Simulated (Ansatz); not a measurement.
Ta:

```
Ta
1.0
    -1.65128    1.65128    1.65128
     1.65128   -1.65128    1.65128
     1.65128    1.65128   -1.65128
Ta
1
Direct
  0.00000 0.00000 0.00000
```

Base run:

| Quantity | Value |
| --- | --- |
| Program | Ansatz 0.2.0 |
| Functional | PBEsol |
| Potentials or basis | all-electron LAPW, scalar-relativistic |
| Cutoff | 262 eV (chosen from the basis error) |
| Basis error allowed | 0.001 eV/atom |
| k mesh | 11 × 11 × 11 |
| Occupations | fermi-dirac, width 0.05 eV |
| Spin | no spin polarisation |

Its results: pressure -4.4 GPa.

Question: The run is repeated on the same cell with these changes: functional from PBEsol to LDA. What comes out?

Answer: Pressure -9.5 GPa.

LDA binds more tightly than PBEsol, so the same cell stands under less pressure.
